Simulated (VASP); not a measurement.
Re, 2 atoms in the cell. Symmetry: P6_3/mmc, No. 194, hexagonal system. Conventional cell: a = 2.698 Å, b = 2.698 Å, c = 4.371 Å, α = 90.00°, β = 90.00°, γ = 120.00°. Around Re (site symmetry -6m2) lie 12 Re at 2.68 to 2.70 Å.  The cell isn't the ideal one: a relaxed cell with its volume scaled by 0.94.

* Program: VASP 6.6.1
* Task: relaxation of shape and atoms at fixed volume
* Functional: PBE
* Dispersion: D3(BJ)
* Potentials or basis: VASP PAW PBE potentials, release 64 (Re)
* Cutoff: 600 eV
* k mesh: 15 × 15 × 8
* Occupations: methfessel-paxton, width 0.1 eV
* Spin: no spin polarisation
* Further INCAR settings: ALGO = Normal; EDIFF = 1e-07; IBRION = 2; EDIFFG = -0.01; NSW = 40; ISIF = 4

Potentials or basis: VASP PAW PBE potentials, release 64 (Re).

Run with:

```bash
$ cat potpaw_PBE.64/Re/POTCAR > POTCAR
$ mpirun -np 1 vasp_std > vasp.out
```

Hardware: 1 thread of Intel(R) Xeon(R) 6975P-C (Granite Rapids), with other jobs on the host.

Task: How long does it take, and how much memory?

Result: Wall time 25 s on 1 thread of Intel(R) Xeon(R) 6975P-C (Granite Rapids), with other jobs on the host, peak memory 0.2 GiB. Counts: scf iterations 13, k points 135, ion steps 1.
